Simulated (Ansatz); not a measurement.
**Li3N (Li3N type, space group P6/mmm): frozen-phonon scan**

Li3N (Li3N type, space group P6/mmm)

```xyz
4
Lattice="3.6098 0.0000 0.0000 -1.8049 3.1262 0.0000 0.0000 0.0000 3.8558" Properties=species:S:1:pos:R:3 pbc="T T T"
Li     0.0000     0.0000     1.9279
Li     0.0000     2.0841     0.0000
Li     1.8049     1.0421     0.0000
N      0.0000     0.0000     0.0000
```

A phonon eigenvector at Γ is frozen into this cell: atom i moves by Q times the vector below, so Q is the largest atomic displacement, in Å. The cell is held.

```
atom      x      y       z
----  -----  -----  ------
Li1   0.000  0.000  -1.000
Li2   0.000  0.000   0.027
Li3   0.000  0.000   0.027
N4    0.000  0.000   0.468
```

Computed with r2SCAN (plane waves to 500 eV, PAW, scalar-relativistic; Ansatz, a program for electronic structure). k mesh 11×11×9 (Γ-centred), Fermi-Dirac smearing 0.05 eV. E stands for the smeared free energy. Compression counts positive. Li3N was relaxed with its symmetry unable to fall. ΔE is measured from the undisplaced structure.

| Q (Å) | ΔE (meV/cell) | −dE/dQ from forces (eV/Å) | P (GPa) |
|---|---|---|---|
| -0.100 | 89.2 | 1.855 | 0.85 |
| -0.083 | 61.2 | 1.509 | 0.59 |
| -0.067 | 38.8 | 1.184 | 0.38 |
| -0.050 | 21.6 | 0.874 | 0.21 |
| -0.033 | 9.6 | 0.576 | 0.09 |
| -0.017 | 2.4 | 0.286 | 0.02 |
| 0.000 | 0.0 | 0.000 | 0.00 |
| 0.017 | 2.4 | -0.286 | 0.02 |
| 0.033 | 9.6 | -0.576 | 0.09 |
| 0.050 | 21.6 | -0.874 | 0.21 |
| 0.067 | 38.8 | -1.184 | 0.38 |
| 0.083 | 61.2 | -1.509 | 0.59 |
| 0.100 | 89.2 | -1.855 | 0.85 |

Read from the data:

```
Quantity                                                                                                             Result
-----------------------------------------------------------  --------------------------------------------------------------
Energy at Q = 0.100 Å                                                                                         89.2 meV/cell
Space group of the distorted cell                                                       P6mm (No. 183), lowered from P6/mmm
Symmetry of the curve                                                                         even: the same for both signs
Shape of the curve                                           a single well with its minimum at or next to zero displacement
Harmonic wavenumber from the curvature (finite differences)                                                        682 cm⁻¹
Wavenumber by perturbation theory (DFPT, on another k mesh)                                                        682 cm⁻¹
```

(A displaced cell: forces are minus the slopes of the energy, force constants its curvatures, and phonons follow from these.)
